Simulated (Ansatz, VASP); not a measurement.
**TiC in VASP and in Ansatz**

```
Ti C
1.0
     3.10175    0.00000    0.00000
    -1.55087    2.68619    0.00000
     0.00000    0.00000    2.75088
Ti C
1 1
Cartesian
  0.0000 0.0000 1.3754
  0.0000 1.7908 0.0000
```

The cell was built by a generator and needn't be a form met in nature.

Alike in both runs: task single point; functional PBE; k mesh 10 × 10 × 10; occupations fermi-dirac, width 0.05 eV; no spin polarisation.

|  | VASP | Ansatz |
| --- | --- | --- |
| version | VASP 6.6.1 | Ansatz 0.2.0 |
| potentials or method | VASP PAW PBE potentials, release 64 (Ti_sv, C) | Ansatz PAW |
| plane-wave cutoff (eV) | 520 | 420 |
| valence electrons in the cell | 16 | 16 |

Ansatz gave:

| Item | Value |
| --- | --- |
| gap on the k mesh at the Fermi level (eV) | none |
| pressure (GPa) | -11.2 |
| largest component of the traceless stress (GPa) | 2.02 |

Which values does VASP return?

gap on the k mesh at the Fermi level (eV): none; pressure (GPa): -11.0; largest component of the traceless stress (GPa): 2.01.

A gap of «none» marks a metal or a gap that the smearing closes.
